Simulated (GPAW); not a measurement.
Runs of GPAW 26.7.0 on CoO. The structure is tetragonal, space group I4/mmm (No. 139). The conventional cell has a = 3.016 Å, b = 3.016 Å, c = 4.214 Å, α = 90.00°, β = 90.00°, γ = 90.00°. Co (site symmetry 4/mmm) has 6 O at 2.11 to 2.13 Å as nearest neighbours. O (site symmetry 4/mmm) has 6 Co at 2.11 to 2.13 Å as nearest neighbours. 

```csv
task,level,potentials or basis,cell,k mesh,cutoff (eV),smearing,eigensolver,band path,band points,convergence,supercell,grid spacing,mesh quality,gap on the mesh (eV),pressure (GPa),moment (μB),V0 of scaled cells (Å³/atom),B0 (GPa)
single point,PBE,"GPAW PAW data sets (gpaw-data 1.2.1), pw",as given,12 × 12 × 12,800,gaussian 0.02 eV,-,-,-,-,-,-,not flagged,none,0.6,2.95,-,-
single point,PBEsol,"PAW data sets generated in the run's folder for this functional, pw",as given,12 × 12 × 12,800,fermi-dirac 0.05 eV,-,-,-,-,-,-,not flagged,none,-8.2,(b),-,-
electron localisation function,BLYP+D4,"PAW data sets generated in the run's folder for this functional, pw",as given,12 × 12 × 12,800,gaussian 0.01 eV,davidson,-,-,-,-,-,not flagged,none,0.6,(a),-,-
band structure,LDA,"the program's PAW data sets (release 1.2.1) made for this functional, pw",as given,8 × 8 × 8,800,fermi-dirac 0.05 eV,-,"GXYSGZS1NPY1Z,XP",60,-,-,-,coarse,-,(c),2.84,-,-
single point,RPBE,"the program's PAW data sets (release 1.2.1) made for this functional, pw",the cell as VASP's run set it,12 × 12 × 12,800,gaussian 0.05 eV,-,-,-,-,-,-,not flagged,none,6.8,2.97,-,-
equation of state,PBE,"GPAW PAW data sets (gpaw-data 1.2.1), pw",as given,8 × 8 × 8,800,fermi-dirac 0.05 eV,-,-,-,-,-,-,coarse,-,-,-,9.62,175
equation of state,PBEsol,"PAW data sets generated in the run's folder for this functional, pw",as given,8 × 8 × 8,800,fermi-dirac 0.05 eV,-,-,-,-,-,-,coarse,-,-,-,9.15,199
hyperfine couplings,RPBE,"the program's PAW data sets (release 1.2.1) made for this functional, fd",as given,12 × 12 × 12,-,fermi-dirac 0.05 eV,-,-,-,-,-,0.16 Å,not flagged,none,-,2.95,-,-
single point,PBE,"GPAW PAW data sets (gpaw-data 1.2.1), pw",as given,12 × 12 × 12,800,fermi-dirac 0.05 eV,-,-,-,-,-,-,not flagged,none,0.6,2.92,-,-
single point,PBEsol,"PAW data sets generated in the run's folder for this functional, pw",as given,12 × 12 × 12,800,gaussian 0.1 eV,-,-,-,-,-,-,not flagged,none,-8.2,2.95,-,-
single point,RPBE,"the program's PAW data sets (release 1.2.1) made for this functional, pw",as given,12 × 12 × 12,800,gaussian 0.05 eV,-,-,-,-,-,-,not flagged,none,6.8,2.97,-,-
phonons,PBE,"GPAW PAW data sets (gpaw-data 1.2.1), pw",atoms relaxed,9 × 9 × 9,680,fermi-dirac 0.05 eV,-,-,-,density=1e-06 eigenstates=1e-09,1 × 1 × 1,-,not flagged,none,-0.8,2.89,-,-
```

Alike in all rows: spin collinear, ferromagnetic start.

**Question.** Estimate the missing entries.

**Answer.** (a) 2.82; (b) 2.94; (c) -17.2.

Caveats: some runs use coarse meshes; a cell with one magnetic atom can't hold antiferromagnetic order, which such compounds often take (some runs); semilocal functionals often make such compounds metallic where correlation or magnetic order opens a gap, which also shifts bond lengths (some runs); the cell was scaled at fixed shape and fractional positions, which overstates the stiffness of a crystal with free parameters, most of all of layers and chains (some runs); pairwise dispersion overbinds metals, which lowers pressure and volume (some runs); the dipolar part lacks the spin inside other atoms' spheres (some runs); the cutoff is short for stress and forces, so pressures can be off by a GPa or more (some runs).

A k mesh can miss the band edges.

A gap of «none» marks a metal or a gap under the smearing width.

Not every run made on this cell is shown here.
